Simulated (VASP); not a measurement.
# SiSe (P-6m2) in VASP: notebook

One crystal, SiSe, is run at these levels: PBE0(alpha); tasks: single point.

All numbers are computed with VASP 6.6.1; they aren't measurements. Logs are shortened: lines on timing, memory, paths and dates and some standing lists are left out, and cuts for length are marked.

### Step 1. The crystal as given

Symmetry: P-6m2, No. 187, hexagonal system. The conventional cell has a = 3.595 Å, b = 3.595 Å, c = 3.599 Å, α = 90.00°, β = 90.00°, γ = 120.00°. Around Si (site symmetry -6m2) lie 6 Se at 2.75 Å. Se (site symmetry -6m2) is surrounded by 6 Si at 2.75 Å.

The cell was built by a generator and needn't be a form met in nature.

### Step 2. Single point, PBE0(alpha)

Input file POSCAR:

```
SiSe
1.0
    3.5952000000      0.0000000000      0.0000000000
   -1.7976000000      3.1135300000      0.0000000000
    0.0000000000      0.0000000000      3.5987300000
Si Se
1 1
Direct
    0.6666700000      0.3333300000      0.5000000000
    0.0000000000      0.0000000000      0.0000000000
```

Input file INCAR.step1:

```
SYSTEM = SiSe
  ALGO = Normal
  EDIFF = 1E-5
  ENCUT = 520
  GGA = PE
  ISIF = 2
  ISMEAR = -1
  LASPH = .TRUE.
  LREAL = .FALSE.
  LWAVE = .TRUE.
  NELM = 80
  PREC = Accurate
  SIGMA = 0.05
```

Input file INCAR.step2:

```
SYSTEM = SiSe
  AEXX = 0.05
  ALGO = Normal
  EDIFF = 1E-7
  ENCUT = 520
  GGA = PE
  HFRCUT = -1
  ISIF = 2
  ISMEAR = -1
  ISTART = 1
  LASPH = .TRUE.
  LCHARG = .FALSE.
  LHFCALC = .TRUE.
  LREAL = .FALSE.
  LWAVE = .FALSE.
  NELM = 80
  PREC = Accurate
  PRECFOCK = Fast
  SIGMA = 0.05
```

Input file KPOINTS:

```
k-points
0
G
  5 5 4
  0 0 0
```

Potentials or basis: VASP PAW PBE potentials, release 64 (Si, Se).

The run is started by

```
$ cat potpaw_PBE.64/Si/POTCAR potpaw_PBE.64/Se/POTCAR > POTCAR
$ cp INCAR.step1 INCAR
$ mpirun -np 1 vasp_std > vasp.out
$ cp INCAR.step2 INCAR
$ mpirun -np 1 vasp_std > vasp.out
```

OUTCAR:

```text
SYSTEM = SiSe
   AEXX = 0.05
   EDIFF = 1E-7
   ENCUT = 520
   GGA = PE
   ISIF = 2
   ISMEAR = -1
   ISTART = 1
   LASPH = .TRUE.
   LHFCALC = .TRUE.
   LREAL = .FALSE.
   NELM = 80
   PREC = Accurate
   PRECFOCK = Fast

 ion  position               nearest neighbor table
   1  0.667  0.333  0.500-   2 2.75   2 2.75   2 2.75   2 2.75   2 2.75   2 2.75
   2  0.000  0.000  0.000-   1 2.75   1 2.75   1 2.75   1 2.75   1 2.75   1 2.75

  LATTYP: Found a hexagonal cell.
 ALAT       =     3.5952000000
 C/A-ratio  =     1.0009818647

  Lattice vectors:

 A1 = (   3.5952000000,   0.0000000000,   0.0000000000)
 A2 = (  -1.7976000000,   3.1135300000,   0.0000000000)
 A3 = (   0.0000000000,   0.0000000000,   3.5987300000)

Analysis of symmetry for initial positions (statically):
=====================================================================
 Subroutine PRICEL returns:
 Original cell was already a primitive cell.

 Routine SETGRP: Setting up the symmetry group for a
 hexagonal supercell.

 Subroutine GETGRP returns: Found  4 space group operations
 (whereof  4 operations were pure point group operations)
 out of a pool of 24 trial point group operations.

The static configuration has the point symmetry C_2v.

Analysis of symmetry for dynamics (positions and initial velocities):
=====================================================================
 Subroutine PRICEL returns:
 Original cell was already a primitive cell.

 Routine SETGRP: Setting up the symmetry group for a
 hexagonal supercell.

 Subroutine GETGRP returns: Found  4 space group operations
 (whereof  4 operations were pure point group operations)
 out of a pool of 24 trial point group operations.

The dynamic configuration has the point symmetry C_2v.

 Subroutine INISYM returns: Found  4 space group operations
 (whereof  4 operations are pure point group operations),
 and found     1 'primitive' translations

----------------------------------------------------------------------------------------

                                     Primitive cell

  volume of cell :      40.2833

  direct lattice vectors                    reciprocal lattice vectors
     3.595200000  0.000000000  0.000000000     0.278148643  0.160589427  0.000000000
    -1.797600000  3.113530000  0.000000000     0.000000000  0.321178855  0.000000000
[... 90 lines left out ...]
   NFREE  =      0    steps in history (QN), initial steepest desc. (CG)
   ISIF   =      2    stress and relaxation
   ISYM   =      3    0-nonsym 1-usesym 2-fastsym
   POTIM  = 0.5000    time-step for ionic-motion
   TEBEG  =    0.0;   TEEND  =   0.0 temperature during run
   PSTRESS=    0.0 pullay stress
   NELECT =      10.0000    total number of electrons
   NUPDOWN=      -1.0000    fix difference up-down
   EMIN   =  10.00;   EMAX   =-10.00  energy-range for DOS
   EFERMI =   0.00;   METHOD = LEGACY
   ISMEAR =    -1;   SIGMA  =   0.05  broadening in eV -4-tet -1-fermi 0-gaus
   EFERMI_NEDOS =   21; number of points for ismear=-14 and -15
   IALGO  =     38    algorithm
   IMIX   =      1    mixing-type and parameters
     AMIX     =   0.40;   BMIX     =  1.00
     AMIX_MAG =   1.60;   BMIX_MAG =  1.00
  volume/ion in A,a.u.               =      20.14       135.92
  Fermi-wavevector in a.u.,A,eV,Ry     =   1.028884  1.944309 14.403156  1.058602
  Thomas-Fermi vector in A             =   2.162903
   LORBIT       =      0    0 simple, 1 ext, 2 COOP (PROOUT), +10 PAW based schemes
   GGA     = PE    functional components
   LHFCALC =     T    Hartree Fock is set to
   PRECFOCK=fast      Normal, Fast or Accurate (Low or Medium for compatibility)
   ENCUT4O =  -1.0   cutoff for four orbital integrals eV
   NKREDX  =     1    reduce k-point grid by
   NKREDY  =     1    reduce k-point grid by
   NKREDZ  =     1    reduce k-point grid by
   AEXX    =    0.0500 exact exchange contribution
   HFSCREEN=    0.0000 screening length (either q_TF or 0.3 A-1)
   HFSCREENC=   0.0000 screening length for correlation (either q_TF or 0.3 A-1)
   ENCUTFOCK=  -1.0 apply spherical cutoff to Coloumb kernel
   IVDW    =     0    specifies the selected vdW correction
   LEPSILON=     F    determine dielectric tensor
   LRPA    =     F    only Hartree local field effects (RPA)
 non-spin polarized calculation
  energy-cutoff  :      520.00
  volume of cell :       40.28
 maximum number of plane-waves:      1097
  NGX = 16; NGY = 16; NGZ = 16

 number of electron      10.0000000 magnetization

 Free energy of the ion-electron system (eV)
  ---------------------------------------------------
  ext. energy  EPLUGINS =         0.00000000
  ---------------------------------------------------
  free energy    TOTEN  =        -9.01186385 eV

  energy without entropy =       -9.00411866  energy(sigma->0) =       -9.00799125

 E-fermi :   6.3439     XC(G=0):  -9.6757

 val. band max:        6.2565353434   @ k =   0.4000   0.4000   0.0000
 cond. band min:       6.4278046595   @ k =  -0.2000   0.2000   0.2500
 fundamental gap:      0.1712693160
 Fermi energy:         6.3439310809

 k-point     1 :       0.0000    0.0000    0.0000
  band No.  band energies     occupation
      1      -9.5757      2.00000
      2       1.2208      2.00000
      3       2.2417      2.00000
      4       4.1716      2.00000
      5       4.1717      2.00000
      6       9.1886      0.00000
      7       9.1888      0.00000
      8       9.7829      0.00000
      9      13.1234      0.00000
[... 265 lines left out ...]
 k-point    24 :       0.2000    0.2000    0.5000
  band No.  band energies     occupation
      1      -7.4903      2.00000
      2      -2.4292      2.00000
      3       0.9290      2.00000
      4       2.6039      2.00000
      5       3.3893      2.00000
      6       5.7762      1.99998
      7      10.6715      0.00000
      8      11.4140      0.00000
      9      14.0312      0.00000

 [... further k-points ...]
[... 5 lines left out ...]
  --------------------------------------------------------------------------------------
  -------------------------------------------------------------------------------------
  Total       -0.2729998     -0.2729740     -0.3437518      0.0000217      0.0000000      0.0000000
  in kB      -10.8579427    -10.8569149    -13.6719396      0.0008627      0.0000000      0.0000000
  external PRESSURE =     -11.7955991 kB  Pullay stress =       0.0000000 kB

 VOLUME and BASIS-vectors are now :
 -----------------------------------------------------------------------------
  energy-cutoff  :      520.00
  volume of cell :       40.28
      direct lattice vectors                 reciprocal lattice vectors
     3.595200000  0.000000000  0.000000000     0.278148643  0.160589427  0.000000000
    -1.797600000  3.113530000  0.000000000     0.000000000  0.321178855  0.000000000
     0.000000000  0.000000000  3.598730000     0.000000000  0.000000000  0.277875806

 POSITION                                       TOTAL-FORCE (eV/Angst)
 -----------------------------------------------------------------------------------
      1.79762      1.03783      1.79937        -0.000031      0.000018      0.000000
      0.00000      0.00000      0.00000         0.000031     -0.000018      0.000000
 -----------------------------------------------------------------------------------
    total drift:                                0.000005      0.000008     -0.000000

  FREE ENERGIE OF THE ION-ELECTRON SYSTEM (eV)
  ---------------------------------------------------
  free  energy   TOTEN  =        -9.0118638484 eV

  energy  without entropy=       -9.0041186603  energy(sigma->0) =       -9.00799125
```

OUTCAR.step1:

```text
SYSTEM = SiSe
   EDIFF = 1E-5
   ENCUT = 520
   GGA = PE
   ISIF = 2
   ISMEAR = -1
   LASPH = .TRUE.
[... 510 lines left out ...]
      1.79762      1.03783      1.79937        -0.000029      0.000017      0.000000
      0.00000      0.00000      0.00000         0.000029     -0.000017      0.000000
 -----------------------------------------------------------------------------------
    total drift:                                0.000006      0.000006     -0.000000

  FREE ENERGIE OF THE ION-ELECTRON SYSTEM (eV)
  ---------------------------------------------------
  free  energy   TOTEN  =        -8.5070635300 eV

  energy  without entropy=       -8.4968707667  energy(sigma->0) =       -8.50196715
```

OSZICAR.step1:

```text
N       E                     dE             d eps       ncg     rms          rms(c)
DAV:   1     0.187770363113E+02    0.18777E+02   -0.43350E+03   486   0.935E+02
DAV:   2    -0.752794115710E+01   -0.26305E+02   -0.25681E+02   701   0.115E+02
DAV:   3    -0.852952858031E+01   -0.10016E+01   -0.99701E+00   605   0.218E+01
DAV:   4    -0.853446958578E+01   -0.49410E-02   -0.49374E-02   633   0.173E+00
DAV:   5    -0.853448717268E+01   -0.17587E-04   -0.17587E-04   585   0.959E-02    0.402E+00
DAV:   6    -0.850791912113E+01    0.26568E-01   -0.92916E-02   557   0.138E+00    0.249E+00
DAV:   7    -0.850701256182E+01    0.90656E-03   -0.22258E-02   579   0.893E-01    0.563E-01
DAV:   8    -0.850698500376E+01    0.27558E-04   -0.29343E-03   544   0.313E-01    0.786E-02
DAV:   9    -0.850706162332E+01   -0.76620E-04   -0.21134E-04   521   0.120E-01    0.537E-02
DAV:  10    -0.850706353005E+01   -0.19067E-05   -0.92618E-06   288   0.249E-02
   1 F= -.85070635E+01 E0= -.85019671E+01  d E =-.101928E-01
```

Run time: 73 s. Hardware: 1 thread of Intel Xeon 6975P-C (Granite Rapids), shared host; peak memory 0.16 GiB.

Results:

```yaml
Free_energy: -9.0119 eV
Pressure: -1.2 GPa
Band_gap_on_the_k_mesh: none (metal or under the smearing width)
```

Stress tensor (GPa, compression positive):
```
-1.09  0.00  0.00
 0.00 -1.09  0.00
 0.00  0.00 -1.37
```

Caveat: the k mesh is coarse (spacing up to 0.44 Å⁻¹), so the values aren't converged, least of all with exact exchange; the PAW data sets were made with another functional, which shifts forces and pressure a little.

### Step 3. Single point, PBE0(alpha)

POSCAR is that of step 2.

INCAR.step1 is that of step 2.

INCAR.step2: that of step 2 with these lines changed.

```diff
@@ -1,3 +1,3 @@
 SYSTEM = SiSe
-  AEXX = 0.05
+  AEXX = 0.1
   ALGO = Normal
```

KPOINTS is that of step 2.

Potentials or basis: VASP PAW PBE potentials, release 64 (Si, Se).

The run is started by

```
$ cat potpaw_PBE.64/Si/POTCAR potpaw_PBE.64/Se/POTCAR > POTCAR
$ cp INCAR.step1 INCAR
$ mpirun -np 1 vasp_std > vasp.out
$ cp INCAR.step2 INCAR
$ mpirun -np 1 vasp_std > vasp.out
```

Wall time 82 s (1 thread of Intel Xeon 6975P-C (Granite Rapids), shared host); peak memory 0.16 GiB.

The run converged. Its results:

```yaml
Free_energy: -9.5215 eV
Pressure: -1.7 GPa
Band_gap_on_the_k_mesh: none (metal or under the smearing width)
```

Levels at points of the mesh, in eV from the Fermi level:
```tsv
k point	band 3	band 4	band 5	band 6	band 7	band 8
(0.00, 0.00, 0.00)	-4.33	-2.37	-2.37	2.99	2.99	3.57
(0.00, 0.00, 0.50)	-1.27	-1.27	1.56	2.08	2.81	2.81
```

Caveat: the k mesh is coarse (spacing up to 0.44 Å⁻¹), so the values aren't converged, least of all with exact exchange; the PAW data sets were made with another functional, which shifts forces and pressure a little.
